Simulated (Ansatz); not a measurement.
SiNi3, 4 atoms in the cell. It takes space group Pm-3m (No. 221, cubic). The conventional cell has a = 3.542 Å, b = 3.542 Å, c = 3.542 Å, α = 90.00°, β = 90.00°, γ = 90.00°. Ni (site symmetry 4/mmm) has 8 Ni at 2.50 Å and 4 Si at 2.50 Å as nearest neighbours. Si (site symmetry m-3m) is surrounded by 12 Ni at 2.50 Å. 

| Property | Result |
| --- | --- |
| Program | Ansatz 0.2.0 |
| Task | single point |
| Functional | PBE |
| Potentials or basis | Ansatz PAW |
| Cutoff | 420 eV (not typed: the program's choice for these potentials) |
| k mesh | 8 × 8 × 8 |
| Occupations | fermi-dirac, width 0.05 eV |
| Spin | collinear spin, antiferromagnetic start |
| Starting moments | [1.0, -1.0, 1.0, 0.0] μB |

Potentials or basis: Ansatz PAW.

Command:

```console
$ ansatz run input.yaml --threads 2 --pin off --max-ram 5632MiB --backend cpu --events-out ev --progress --plain --runs-dir out
```

Hardware: 2 threads of Intel(R) Xeon(R) Platinum 8488C (Sapphire Rapids), on a shared host.

**Question.** Estimate the wall time of this run.

**Answer.** Wall time 29 s on 2 threads of Intel(R) Xeon(R) Platinum 8488C (Sapphire Rapids) (shared host), peak memory 0.59 GiB. Counts: scf iterations 14, plane waves 895, k points 75, bands 37.
